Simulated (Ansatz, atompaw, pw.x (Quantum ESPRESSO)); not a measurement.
**magnesium (fcc): variants of one PAW (atompaw) potential in the solid**

atompaw 4.2.0.5 input, output lines left out:

```
Mg 12
GGA-PBE scalarrelativistic loggrid 1500 logderivrange -2 5 176
3 3 0 0 0 0
3 1 0
0 0 0
c
c
v
c
v
1
3.00 2.90 2.20 2.85
y
0.5
n
y
0.6
n
custom polynom vanderbiltortho besselshape
bessel
3.00
2.10
3.00
3.00
```

Crystal test: fcc Mg in pw.x 7.5, no spin, 13³ k-points, Fermi–Dirac smearing 0.01 Ry, cutoffs set for each file from its atomic test. The reference is all-electron LAPW (Ansatz 0.2.0) with the same functional, mesh and smearing; V0 and B0 come from Birch–Murnaghan fits to the pressures at five volumes. Errors are pseudo minus all-electron; Δ is the rms difference of the E(V) curves that follow from these fits, minima aligned, over ±6 % about the mean V0. Mesh and smearing are coarse, so the numbers serve the comparison and aren't converged zero-temperature values; the lattice is a test structure that the element need not adopt.

All-electron: a0 = 4.524 Å (V0 = 23.15 Å³/atom), B0 = 35.0 GPa.

Base: This is a poor potential for the solid.

```tsv
change	cutoffs (Ry)	pw.x	a0 (Å)	a0 error (%)	B0 error (%)	Δ (meV/atom)	mean pressure error (GPa)
base	40/400	converged	4.567	+0.94	-1.8	5.0	+1.02
augmentation besselshape compensation charge, radius 2.90 bohr; PAW radius 3.00 bohr; waves and projectors: custom rrkj gramschmidtortho	40/400	failed (c_bands: too many bands are not converged)	–	–	–	–	–
wave 3s (bound): rc 3.00 bohr becomes 3s (bound): rc 2.94 bohr	40/400	converged	4.567	+0.94	-1.7	5.0	+1.02
local potential bessel scheme, radius 1.30 bohr	40/400	converged	4.537	+0.27	-0.1	1.5	+0.29
wave 3s channel at 0.5 Ry: rc 2.10 bohr becomes 3s channel at 5.69 Ry: rc 2.10 bohr	40/400	converged	4.571	+1.02	-2.4	5.4	+1.11
all radii scaled by about 0.93 (s 2.80, p 2.80 bohr); local potential bessel scheme, radius 2.06 bohr; augmentation besselshape compensation charge, radius 2.70 bohr; PAW radius 2.80 bohr; waves and projectors: custom polynom vanderbiltortho; core correction smooth core density matched at 2.66 bohr	40/400	converged	4.564	+0.87	-1.5	4.7	+0.95
```
